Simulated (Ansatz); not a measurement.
# Converging shifted k-point meshes: LaAlO₃ (P4mm, 5 atoms in the cell)

```
CELL_PARAMETERS angstrom
      3.82905     0.00000     0.00000
      0.00000     3.82905     0.00000
      0.00000     0.00000     3.82905
ATOMIC_POSITIONS crystal
  La 0.00000 0.00000 0.01306
  Al 0.50000 0.50000 0.50000
  O  0.50000 0.00000 0.50000
  O  0.00000 0.50000 0.50000
  O  0.50000 0.50000 0.00000
```

Computed with PBE (plane waves, PAW; Ansatz, a quantum-chemistry and plane-wave program).

Base settings: basis.ecutwfc = 420 eV; kpoints.mp_grid.grid = 7 7 7; hamiltonian.xc = pbe; hamiltonian.pseudopotentials = {kind: paw} (the program's default PAW files); scf.occupations.method = fermi_dirac; scf.occupations.width = 0.02 eV.

In this ladder: kpoints.mp_grid.shift = 0.5 0.5 0.5.

Shifted meshes do not hold Γ, so a gap read on them misses any band edge there.

Only quantities that move along the ladder and can be compared are tabulated.

The count of work is k-points × plane waves × bands × iterations; it is no time. 

The starting cell has typed, rounded lattice constants, without a prior relaxation at this level. Its lattice was rescaled by up to half a per cent. One atom was moved a little off its site on purpose. Ansatz's pressure includes its estimate of the finite-basis (Pulay) stress.

Steps (kpoints.mp_grid.grid): 2 2 2; 3 3 3; 4 4 4; 5 5 5; 6 6 6; 7 7 7; 8 8 8; 9 9 9; 10 10 10; 11 11 11; 12 12 12; 14 14 14; 15 15 15; 17 17 17; 19 19 19.

Q: What is the coarsest kpoints.mp_grid.grid that holds the forces within 0.005 eV/Å of the last step, with all finer ones?

A: 4 4 4, at 0.011 of the last step's count of work; the step before is off by 0.006 eV/Å.

Q: What is the coarsest kpoints.mp_grid.grid that holds the free energy within 1 meV/atom of the last step, with all finer ones?

A: 4 4 4, at 0.011 of the last step's count of work; the step before is off by 2.5 meV/atom.

| kpoints.mp_grid.grid | free energy less the last step's (meV/atom) | pressure (GPa) | largest difference of a force vector from the last step's (eV/Å) | gap on the mesh (eV) | count of work / last |
|---|---|---|---|---|---|
| 2 2 2 | 43.81 | -1.16 | 0.039 | 4.615 | 0.0018 |
| 3 3 3 | 2.53 | -2.25 | 0.006 | 4.080 | 0.011 |
| 4 4 4 | 0.05 | -2.33 | 0.000 | 4.184 | 0.011 |
| 5 5 5 | -0.05 | -2.33 | 0.000 | 3.843 | 0.033 |
| 6 6 6 | 0.00 | -2.33 | 0.000 | 3.867 | 0.033 |
| 7 7 7 | 0.00 | -2.33 | 0.000 | 3.698 | 0.073 |
| 8 8 8 | 0.00 | -2.33 | 0.000 | 3.717 | 0.073 |
| 9 9 9 | -0.01 | -2.33 | 0.000 | 3.622 | 0.14 |
| 10 10 10 | -0.01 | -2.33 | 0.000 | 3.638 | 0.14 |
| 11 11 11 | -0.01 | -2.33 | 0.000 | 3.578 | 0.23 |
| 12 12 12 | -0.02 | -2.33 | 0.000 | 3.593 | 0.23 |
| 14 14 14 | 0.00 | -2.33 | 0.000 | 3.565 | 0.36 |
| 15 15 15 | 0.00 | -2.33 | 0.000 | 3.535 | 0.52 |
| 17 17 17 | 0.01 | -2.33 | 0.000 | 3.523 | 0.74 |
| 19 19 19 | 0.00 | -2.33 | 0.000 | 3.515 | 1.0 |

The gap on the mesh jumps up and down from mesh to mesh; it is no smooth measure of convergence.

Keys are those of Ansatz 0.2.
